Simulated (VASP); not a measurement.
# InSb2As3 (I4/mmm) in VASP: single point with r2SCAN

Aim: the single point of InSb2As3 with r2SCAN.

Program: VASP 6.6.1. These are calculated values, not measurements. Logs are shortened: lines on timing, memory, paths and dates and some standing lists are left out, and cuts for length are marked.

## 1. Starting point

Symmetry: I4/mmm, No. 139, tetragonal system. Conventional cell: a = 4.108 Å, b = 4.108 Å, c = 17.476 Å, α = 90.00°, β = 90.00°, γ = 90.00°. Around In (site symmetry 4/mmm) lie 6 As at 2.91 to 2.93 Å. Sb (site symmetry 4mm) is surrounded by 6 As at 2.89 to 2.92 Å. As (site symmetry 4mm) has 5 Sb at 2.89 to 2.91 Å and 1 In at 2.93 Å as nearest neighbours. As (site symmetry 4/mmm) is surrounded by 4 In at 2.91 Å and 2 Sb at 2.92 Å.

The cell was built by a generator and needn't be a form met in nature.

## 2. Single point, r2SCAN

Input file INCAR:

```
PREC     = Accurate       # precision mode
ENCUT    = 520            # plane-wave cutoff, eV
EDIFF    = 1E-6           # SCF threshold, eV
ISMEAR   = 0              # smearing method
SIGMA    = 0.1            # smearing width, eV
LREAL    = False          # projectors in reciprocal space
LASPH    = True           # aspherical terms in the spheres
NELM     = 150            # most SCF steps
ALGO     = Normal         # electronic algorithm
ISIF     = 2              # what is computed and relaxed
LWAVE    = False          # write WAVECAR
LCHARG   = False          # write CHGCAR
METAGGA  = R2SCAN         # meta-GGA
LMIXTAU  = True         
KPAR     = 4
```

Input file KPOINTS:

```
regular mesh
0
Gamma
  10 10 10
```

Input file POSCAR:

```
InSb2As3
1.0
   -2.0542100000      2.0542100000      8.7379800000
    2.0542100000     -2.0542100000      8.7379800000
    2.0542100000      2.0542100000     -8.7379800000
In Sb As
1 2 3
Direct
    0.0000000000      0.0000000000      0.0000000000
    0.6670190000      0.6670190000      0.0000000000
    0.3329810000      0.3329810000      0.0000000000
    0.1676510000      0.1676510000      0.0000000000
    0.8323490000      0.8323490000      0.0000000000
    0.5000000000      0.5000000000      0.0000000000
```

Potentials or basis: VASP PAW PBE potentials, release 64 (In_d, Sb, As).

Run with:

```sh
> cat potpaw_PBE.64/In_d/POTCAR potpaw_PBE.64/Sb/POTCAR potpaw_PBE.64/As/POTCAR > POTCAR
> mpirun -np 4 vasp_std > vasp.out
```

OUTCAR:

```text
PREC = Accurate
   ENCUT = 520
   EDIFF = 1E-6
   ISMEAR = 0
   LREAL = False
   LASPH = True
   NELM = 150
   ISIF = 2
   METAGGA = R2SCAN

 ion  position               nearest neighbor table
   1  0.000  0.000  0.000-   6 2.91   6 2.91   6 2.91   6 2.91   5 2.93   4 2.93
   2  0.667  0.667  0.000-   5 2.89   4 2.91   4 2.91   4 2.91   4 2.91   6 2.92
   3  0.333  0.333  0.000-   4 2.89   5 2.91   5 2.91   5 2.91   5 2.91   6 2.92
   4  0.168  0.168  0.000-   3 2.89   2 2.91   2 2.91   2 2.91   2 2.91   1 2.93
   5  0.832  0.832  0.000-   2 2.89   3 2.91   3 2.91   3 2.91   3 2.91   1 2.93
   6  0.500  0.500  0.000-   1 2.91   1 2.91   1 2.91   1 2.91   3 2.92   2 2.92

  LATTYP: Found a body centered tetragonal cell.
 ALAT       =     4.1084200000
 C/A-ratio  =     4.2536936340

  Lattice vectors:

 A1 = (  -2.0542100000,   2.0542100000,   8.7379800000)
 A2 = (   2.0542100000,  -2.0542100000,   8.7379800000)
 A3 = (   2.0542100000,   2.0542100000,  -8.7379800000)

Analysis of symmetry for initial positions (statically):
=====================================================================
 Subroutine PRICEL returns:
 Original cell was already a primitive cell.

 Routine SETGRP: Setting up the symmetry group for a
 body centered tetragonal supercell.

 Subroutine GETGRP returns: Found 16 space group operations
 (whereof 16 operations were pure point group operations)
 out of a pool of 16 trial point group operations.

The static configuration has the point symmetry D_4h.

Analysis of symmetry for dynamics (positions and initial velocities):
=====================================================================
 Subroutine PRICEL returns:
 Original cell was already a primitive cell.

 Routine SETGRP: Setting up the symmetry group for a
 body centered tetragonal supercell.

 Subroutine GETGRP returns: Found 16 space group operations
 (whereof 16 operations were pure point group operations)
 out of a pool of 16 trial point group operations.

The dynamic configuration has the point symmetry D_4h.

 Subroutine INISYM returns: Found 16 space group operations
 (whereof 16 operations are pure point group operations),
 and found     1 'primitive' translations

----------------------------------------------------------------------------------------

                                     Primitive cell

  volume of cell :     147.4894

  direct lattice vectors                    reciprocal lattice vectors
    -2.054210000  2.054210000  8.737980000     0.000000000  0.243402573  0.057221463
     2.054210000 -2.054210000  8.737980000     0.243402573  0.000000000  0.057221463
     2.054210000  2.054210000 -8.737980000     0.243402573  0.243402573  0.000000000

  length of vectors
     9.208249124  9.208249124  9.208249124     0.250038214  0.250038214  0.344223220

  position of ions in fractional coordinates (direct lattice)
     0.000000000  0.000000000  0.000000000
     0.667019000  0.667019000  0.000000000
     0.332981000  0.332981000  0.000000000
     0.167651000  0.167651000  0.000000000
     0.832349000  0.832349000  0.000000000
     0.500000000  0.500000000  0.000000000

  ion indices of the primitive-cell ions
   primitive index   ion index
                 1           1
                 2           2
                 3           3
                 4           4
                 5           5
                 6           6

----------------------------------------------------------------------------------------

 KPOINTS: regular mesh

Automatic generation of k-mesh.
 Grid dimensions read from file:
 generate k-points for:   10   10   10

 Generating k-lattice:

  Cartesian coordinates                     Fractional coordinates (reciprocal lattice)
     0.000000000  0.024340257  0.005722146     0.100000000 -0.000000000  0.000000000
     0.024340257  0.000000000  0.005722146    -0.000000000  0.100000000  0.000000000
     0.024340257  0.024340257  0.000000000     0.000000000  0.000000000  0.100000000

  Length of vectors
     0.025003821  0.025003821  0.034422322

  Shift w.r.t. Gamma in fractional coordinates (k-lattice)
     0.000000000  0.000000000  0.000000000

 Subroutine IBZKPT returns following result:
 ===========================================

 Found    102 irreducible k-points:

 Following reciprocal coordinates:
            Coordinates               Weight
  0.000000  0.000000  0.000000      1.000000
  0.100000  0.000000 -0.000000      8.000000
  0.200000  0.000000 -0.000000      8.000000
  0.300000  0.000000  0.000000      8.000000
  0.400000  0.000000 -0.000000      8.000000
  0.500000  0.000000  0.000000      4.000000
[... 16 lines left out ...]
  0.300000  0.300000  0.000000      8.000000
  0.400000  0.300000  0.000000     16.000000
 [... further k-points ...]
   k-points           NKPTS =    102   k-points in BZ     NKDIM =    102   number of bands    NBANDS=     23
   number of dos      NEDOS =    301   number of ions     NIONS =      6
   total plane-waves  NPLWV = 343000
   dimension x,y,z NGX =    70 NGY =   70 NGZ =   70
   dimension x,y,z NGXF=   140 NGYF=  140 NGZF=  140
   ions per type =               1   2   3
   NGX,Y,Z   is equivalent  to a cutoff of  12.64, 12.64, 12.64 a.u.
   NGXF,Y,Z  is equivalent  to a cutoff of  25.28, 25.28, 25.28 a.u.
 SYSTEM =  unknown system
   PREC   = accura    normal or accurate (medium, high low for compatibility)
   ISTART =      0    job   : 0-new  1-cont  2-samecut
   ICHARG =      2    charge: 1-file 2-atom 10-const
   ISPIN  =      1    spin polarized calculation?
   LNONCOLLINEAR =      F non collinear calculations
   LSORBIT =      F    spin-orbit coupling
   LASPH  =      T    aspherical Exc in radial PAW
   ENCUT  =  520.0 eV  38.22 Ry    6.18 a.u.  17.12 17.12 17.12*2*pi/ulx,y,z
   NELM   =    150;   NELMIN=  2; NELMDL= -5     # of ELM steps
   EDIFF  = 0.1E-05   stopping-criterion for ELM
   LREAL  =      F    real-space projection
   EDIFFG = 0.1E-04   stopping-criterion for IOM
   NSW    =      0    number of steps for IOM
   IBRION =     -1    ionic relax: 0-MD 1-quasi-New 2-CG
   NFREE  =      0    steps in history (QN), initial steepest desc. (CG)
   ISIF   =      2    stress and relaxation
   ISYM   =      2    0-nonsym 1-usesym 2-fastsym
   POTIM  = 0.5000    time-step for ionic-motion
   TEBEG  =    0.0;   TEEND  =   0.0 temperature during run
   PSTRESS=    0.0 pullay stress
   NELECT =      38.0000    total number of electrons
   NUPDOWN=      -1.0000    fix difference up-down
   EMIN   =  10.00;   EMAX   =-10.00  energy-range for DOS
   EFERMI =   0.00;   METHOD = LEGACY
   ISMEAR =     0;   SIGMA  =   0.10  broadening in eV -4-tet -1-fermi 0-gaus
   EFERMI_NEDOS =   21; number of points for ismear=-14 and -15
   IALGO  =     38    algorithm
   IMIX   =      4    mixing-type and parameters
     AMIX     =   0.40;   BMIX     =  1.00
     AMIX_MAG =   1.60;   BMIX_MAG =  1.00
  volume/ion in A,a.u.               =      24.58       165.88
  Fermi-wavevector in a.u.,A,eV,Ry     =   1.041715  1.968557 14.764650  1.085171
  Thomas-Fermi vector in A             =   2.176349
   LORBIT       =      0    0 simple, 1 ext, 2 COOP (PROOUT), +10 PAW based schemes
   METAGGA = R2SCAN    functional components
   LHFCALC =     F    Hartree Fock is set to
   AEXX    =    0.0000 exact exchange contribution
   IVDW    =     0    specifies the selected vdW correction
   LEPSILON=     F    determine dielectric tensor
   LRPA    =     F    only Hartree local field effects (RPA)
 non-spin polarized calculation
 Gauss-broadening in eV      SIGMA  =   0.10
  energy-cutoff  :      520.00
  volume of cell :      147.49
 maximum number of plane-waves:      4025
 NGX is ok and might be reduce to    70
   NGX = 35   NGY = 35   NGZ = 35

 number of electron      38.0000003 magnetization

 Free energy of the ion-electron system (eV)
  ---------------------------------------------------
  ext. energy  EPLUGINS =         0.00000000
  ---------------------------------------------------
  free energy    TOTEN  =      -118.14341629 eV

  energy without entropy =     -118.13399900  energy(sigma->0) =     -118.13870765

 E-fermi :   6.2761     XC(G=0): -10.4925

 val. band max:        6.2746554239   @ k =  -0.2000   0.5000   0.1000
 cond. band min:       6.2838783079   @ k =  -0.3000   0.5000   0.2000
 fundamental gap:      0.0092228840
 Fermi energy:         6.2760572352

 k-point     1 :       0.0000    0.0000    0.0000
  band No.  band energies     occupation
      1      -8.8559      2.00000
      2      -8.6940      2.00000
      3      -8.6911      2.00000
      4      -8.6662      2.00000
      5      -8.6662      2.00000
      6      -7.6174      2.00000
[... 15 lines left out ...]
     22      10.2020      0.00000
     23      10.6848      0.00000

 k-point     2 :       0.1000    0.0000   -0.0000
  band No.  band energies     occupation
      1      -8.8492      2.00000
      2      -8.6959      2.00000
      3      -8.6902      2.00000
      4      -8.6687      2.00000
      5      -8.6660      2.00000
      6      -7.5312      2.00000
[... 15 lines left out ...]
     22      10.0386      0.00000
     23      10.1432      0.00000

 k-point     3 :       0.2000    0.0000   -0.0000
  band No.  band energies     occupation
      1      -8.8324      2.00000
      2      -8.7085      2.00000
      3      -8.6799      2.00000
      4      -8.6752      2.00000
      5      -8.6654      2.00000
      6      -7.2744      2.00000
[... 15 lines left out ...]
     22       9.0863      0.00000
     23       9.8942      0.00000
[... 495 lines left out ...]
 k-point    23 :       0.3000    0.3000    0.0000
  band No.  band energies     occupation
      1      -8.8142      2.00000
      2      -8.7772      2.00000
      3      -8.6804      2.00000
      4      -8.6772      2.00000
      5      -8.6388      2.00000
      6      -6.1142      2.00000
[... 15 lines left out ...]
     22       8.4879      0.00000
     23       9.6763      0.00000

 k-point    24 :       0.4000    0.3000    0.0000
  band No.  band energies     occupation
      1      -8.8395      2.00000
      2      -8.7722      2.00000
      3      -8.6842      2.00000
      4      -8.6770      2.00000
      5      -8.6271      2.00000
      6      -5.6245      2.00000
[... 15 lines left out ...]
     22       9.6947      0.00000
     23      10.3993      0.00000

 [... further k-points ...]

------------------------ aborting loop because EDIFF is reached ----------------------------------------

  FORCE on cell =-STRESS in cart. coord.  units (eV):
  Direction    XX          YY          ZZ          XY          YZ          ZX
  --------------------------------------------------------------------------------------
  -------------------------------------------------------------------------------------
  Total       -1.6882648     -1.6882648     -1.5875738      0.0000000      0.0000000      0.0000000
  in kB      -18.3396241    -18.3396241    -17.2458177      0.0000000      0.0000000      0.0000000
  external PRESSURE =     -17.9750220 kB  Pullay stress =       0.0000000 kB

 VOLUME and BASIS-vectors are now :
 -----------------------------------------------------------------------------
  energy-cutoff  :      520.00
  volume of cell :      147.49
      direct lattice vectors                 reciprocal lattice vectors
    -2.054210000  2.054210000  8.737980000     0.000000000  0.243402573  0.057221463
     2.054210000 -2.054210000  8.737980000     0.243402573  0.000000000  0.057221463
     2.054210000  2.054210000 -8.737980000     0.243402573  0.243402573  0.000000000

 POSITION                                       TOTAL-FORCE (eV/Angst)
 -----------------------------------------------------------------------------------
      0.00000      0.00000      0.00000        -0.000000     -0.000000      0.000000
      0.00000      0.00000     11.65680        -0.000000     -0.000000     -0.005734
      0.00000      0.00000      5.81916        -0.000000     -0.000000      0.005734
      0.00000      0.00000      2.92986         0.000000      0.000000     -0.020283
      0.00000      0.00000     14.54610         0.000000      0.000000      0.020283
      0.00000      0.00000      8.73798        -0.000000     -0.000000      0.000000
 -----------------------------------------------------------------------------------
    total drift:                               -0.000000      0.000000      0.000000

  FREE ENERGIE OF THE ION-ELECTRON SYSTEM (eV)
  ---------------------------------------------------
  free  energy   TOTEN  =      -118.1434162946 eV

  energy  without entropy=     -118.1339989974  energy(sigma->0) =     -118.13870765
```

It took 18 min on 4 MPI ranks of Intel Xeon 6975P-C (Granite Rapids), shared host; peak memory 1.1 GiB.

Results:

| Quantity | Value |
| --- | --- |
| Free energy | -118.1434 eV |
| Pressure | -1.8 GPa |
| Largest force | 0.020 eV/Å |
| Band gap on the k mesh | none (metal or under the smearing width) |

Forces in eV/Å, atoms in the order of the input:
```
In   0.000  0.000  0.000
Sb   0.000  0.000 -0.006
Sb   0.000  0.000  0.006
As   0.000  0.000 -0.020
As   0.000  0.000  0.020
As   0.000  0.000  0.000
```

Stress tensor (GPa, compression positive):
```
-1.83  0.00  0.00
 0.00 -1.83  0.00
 0.00  0.00 -1.72
```

Caveat: the PAW data sets were made with another functional, which shifts forces and pressure a little. The run has no spin-orbit coupling, so splittings on Sb are missing.
